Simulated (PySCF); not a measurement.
**How the functional moves excitation energies**

Piperidine, C5H11N.
Atom-mapped SMILES: `[CH2:1]1[CH2:2][CH2:3][NH:4][CH2:5][CH2:6]1` (hydrogens: H7, H8 on C1; H9, H10 on C2; H11, H12 on C3; H13 on N4; H14, H15 on C5; H16, H17 on C6)

Linear-response calculations in the def2-SVPD basis (PySCF; singlets by full response, triplets Tamm–Dancoff, core orbitals frozen in the response; HF means time-dependent Hartree–Fock). 'Strongest' is the level of largest summed f among the singlets computed (10 roots, of which the last may lack a degenerate partner); it can jump between rows when another state enters that window. S1 is the lowest singlet of each run and needn't be the same state throughout; f(S1) is that of one state. One conformer (not necessarily the lowest) at the PBE0-D3(BJ)/def2-SVP geometry, without solvent, vibrations or thermal averaging.

```json
{"functional": "LDA", "kind": "LDA", "S1 (eV)": "4.95", "f(S1)": "0.009", "strongest (eV)": "5.61", "T1 (eV)": "4.82", "HOMO (eV)": "-4.92", "gap (eV)": "4.88", "ionisation energy, ΔSCF (eV)": "8.25"}
{"functional": "PBE", "kind": "GGA", "S1 (eV)": "4.92", "f(S1)": "0.008", "strongest (eV)": "5.56", "T1 (eV)": "4.77", "HOMO (eV)": "-4.82", "gap (eV)": "4.86", "ionisation energy, ΔSCF (eV)": "8.09"}
{"functional": "B3LYP", "kind": "global hybrid, 20% exact exchange", "S1 (eV)": "5.51", "f(S1)": "0.008", "strongest (eV)": "6.25", "T1 (eV)": "5.34", "HOMO (eV)": "-5.99", "gap (eV)": "6.44", "ionisation energy, ΔSCF (eV)": "8.32"}
{"functional": "PBE0", "kind": "global hybrid, 25% exact exchange", "S1 (eV)": "5.76", "f(S1)": "0.008", "strongest (eV)": "6.55", "T1 (eV)": "5.58", "HOMO (eV)": "-6.20", "gap (eV)": "6.95", "ionisation energy, ΔSCF (eV)": "8.26"}
{"functional": "CAM-B3LYP", "kind": "range-separated hybrid", "S1 (eV)": "5.94", "f(S1)": "0.008", "strongest (eV)": "6.91", "T1 (eV)": "5.73", "HOMO (eV)": "-7.61", "gap (eV)": "9.01", "ionisation energy, ΔSCF (eV)": "8.43"}
{"functional": "wB97X-D", "kind": "range-separated hybrid", "S1 (eV)": "6.22", "f(S1)": "0.010", "strongest (eV)": "6.95", "T1 (eV)": "6.08", "HOMO (eV)": "-8.09", "gap (eV)": "10.50", "ionisation energy, ΔSCF (eV)": "8.37"}
{"functional": "LC-wPBE", "kind": "range-separated hybrid", "S1 (eV)": "6.59", "f(S1)": "0.009", "strongest (eV)": "7.46", "T1 (eV)": "6.32", "HOMO (eV)": "-8.93", "gap (eV)": "11.44", "ionisation energy, ΔSCF (eV)": "8.52"}
{"functional": "HF", "kind": "Hartree–Fock", "S1 (eV)": "7.32", "f(S1)": "0.009", "strongest (eV)": "8.68", "T1 (eV)": "6.95", "HOMO (eV)": "-9.66", "gap (eV)": "12.46", "ionisation energy, ΔSCF (eV)": "not settled"}
```

Q: What does BHandHLYP (global hybrid, 50% exact exchange) give?

A: S1 (eV) 6.29, f(S1) 0.008, strongest (eV) 7.26, T1 (eV) 6.06, HOMO (eV) -7.55, gap (eV) 8.80, ionisation energy, ΔSCF (eV) 8.29. S1 runs from 4.92 eV (PBE) to 7.32 eV (HF), a spread of 2.40 eV, while the orbital gap spreads over 7.6 eV. Along PBE (0%), B3LYP (20%), PBE0 (25%), BHandHLYP (50%), HF (100%) S1 rises with the share of exact exchange. −ε(HOMO) comes closest to its own ΔSCF ionisation energy with wB97X-D (-0.29 eV) and misses most with LDA (-3.33 eV). 'Not settled' means that the ion's SCF failed to converge or may have ended in another state than the lowest.
